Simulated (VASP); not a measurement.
# HgS3: single point with PBE

Crystal: HgS3.

```
Hg S
1.0
     0.00000    3.82407    3.82407
     3.82407    0.00000    3.82407
     3.82407    3.82407    0.00000
Hg S
1 3
Direct
  0.00000 0.00000 0.00000
  0.75000 0.75000 0.75000
  0.50000 0.50000 0.50000
  0.25000 0.25000 0.25000
```

The cell was built by a generator and needn't be a form met in nature.

The cell isn't the ideal one: random cell by space group and Wyckoff sites (Fm-3m, No. 225).

```
Program             : VASP 6.6.1
Task                : single point
Functional          : PBE
Potentials or basis : VASP PAW PBE potentials, release 64 (Hg, S)
Cutoff              : 520 eV
k mesh              : 4 × 4 × 4
Occupations         : gaussian, width 0.1 eV
Spin                : no spin polarisation
```

The pressure is -9.9 GPa and the band gap on the k mesh is none (metal or under the smearing width).

Levels at points of the mesh, in eV from the Fermi level:
```tsv
k point	band 12	band 13	band 14	band 15	band 16	band 17	band 18	band 19
(0.00, 0.00, 0.00)	-1.29	-1.29	-1.29	-1.17	-0.04	-0.04	-0.04	6.11
(0.50, 0.00, 0.00)	-1.37	-1.37	-1.07	-0.21	0.49	0.49	1.13	5.70
(0.50, 0.50, 0.00)	-1.04	-0.15	-0.15	-0.05	0.40	0.40	0.85	5.91
```

Run time: 12 s on 1 thread of Intel(R) Xeon(R) 6975P-C (Granite Rapids), with other jobs on the host, peak memory 0.23 GiB.

Spin-orbit coupling is left out, which matters for the levels of Hg.
